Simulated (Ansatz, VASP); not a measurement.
Ag in VASP and in Ansatz

Contents of INCAR:

```
PREC = Accurate ; ENCUT = 520
EDIFF = 1E-7 ; ISMEAR = -1
SIGMA = 0.05 ; LREAL = F
LASPH = T ; NELM = 100
ALGO = Normal ; ISIF = 2
LWAVE = F ; LCHARG = F
GGA = PS ; NBANDS = 12
```

The input KPOINTS:

```
regular mesh
0
Gamma
  11 11 11
```

Contents of POSCAR:

```
Ag
1.0
   -1.6332775543      1.6332775543      1.6332775543
    1.6332775543     -1.6332775543      1.6332775543
    1.6332775543      1.6332775543     -1.6332775543
Ag
1
Direct
    0.0000000000      0.0000000000      0.0000000000
```

input.yaml

```yaml
crystal:
  lattice:
    - [-1.6332775543, 1.6332775543, 1.6332775543]
    - [1.6332775543, -1.6332775543, 1.6332775543]
    - [1.6332775543, 1.6332775543, -1.6332775543]
  atoms:
    - { symbol: Ag, position: [0.0, 0.0, 0.0] }
hamiltonian:
  xc: pbesol
  pseudopotentials: { kind: paw }
kpoints:
  mp_grid: { grid: [11, 11, 11] }
scf:
  occupations: { method: fermi_dirac, width: 0.05 }
output:
  forces: true
  stress: true
  eigenvalues: true
```

Change from the starting cell: volume scaled by 0.96.

Alike in both runs: task single point; functional PBEsol; k mesh 11 × 11 × 11; occupations fermi-dirac, width 0.05 eV; no spin polarisation.

```csv
,VASP,Ansatz
version,VASP 6.6.1,Ansatz 0.2.0
potentials or method,"VASP PAW PBE potentials, release 64 (Ag)",Ansatz PAW
plane-wave cutoff (eV),520,420
valence electrons in the cell,11,19
```

```tsv
	VASP	Ansatz	Ansatz less VASP
gap on the k mesh at the Fermi level (eV)	none	none	-
pressure (GPa)	-4.1	-3.9	+0.17
```

A gap of «none» marks a metal or a gap that the smearing closes. The two sets of potentials don't hold the same shells in valence.

Caveats: the PAW data sets were made with another functional, which shifts forces and pressure a little (VASP); the PAW data sets come from PBE, with cores solved anew for the run's functional, which leaves a small shift of forces and pressure (Ansatz).
